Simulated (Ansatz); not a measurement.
A plane-wave DFT run in Ansatz 0.2.0 (scalar-relativistic PAW potentials unless the input names others): input and command.

```yaml
crystal:
  lattice:
    - [3.9460994234, 0.0, 0.0]
    - [-1.9730497117, 3.4871656597, 0.0]
    - [0.0, 0.0, 36.7225669509]
  atoms:
    - { symbol: Se, position: [0.3320442806, 0.6640885612, 0.4260944652] }
    - { symbol: In, position: [0.0012890527, 0.0025781055, 0.4619747852] }
    - { symbol: In, position: [0.0012890527, 0.0025781055, 0.5380252148] }
    - { symbol: Se, position: [0.3320442806, 0.6640885612, 0.5739055348] }
  periodic: [true, true, false]
basis:
  ecutwfc: 420
kpoints:
  mp_grid: { grid: [12, 12, 1] }
hamiltonian:
  xc: pbe
  dispersion: d3bj
  hubbard: { sites: [{ species: In, l: f, u_eff: 30.0 }] }
scf:
  occupations: { method: gaussian, width: 0.02 }
  max_iter: 80
output:
  forces: true
  eigenvalues: true
  stress: true
```

```bash
ansatz run input.yaml --threads 2 --pin off --max-ram 5120MiB --backend cpu --events-out ev --progress --plain --runs-dir out
```

Task: Will this input run?

Result: The program refuses it, because of a U on a shell that isn't there (hamiltonian.hubbard: not typed → {"sites": [{"species": "In", "l": "f", "u_eff": 30.0}]}). Without that key it is accepted.

Abridged log:
```
Error: inconsistent input (hamiltonian.hubbard.sites[].l, hamiltonian.hubbard.sites[].shell): the file of In doesn't list 4f, and it can't be added: PBE doesn't bind the shell 4f of the free atom, whose level lies at +1.00 eV. Type an atom or ion with it (hamiltonian.pseudopotentials.projection_atoms), take another file or name another shell
```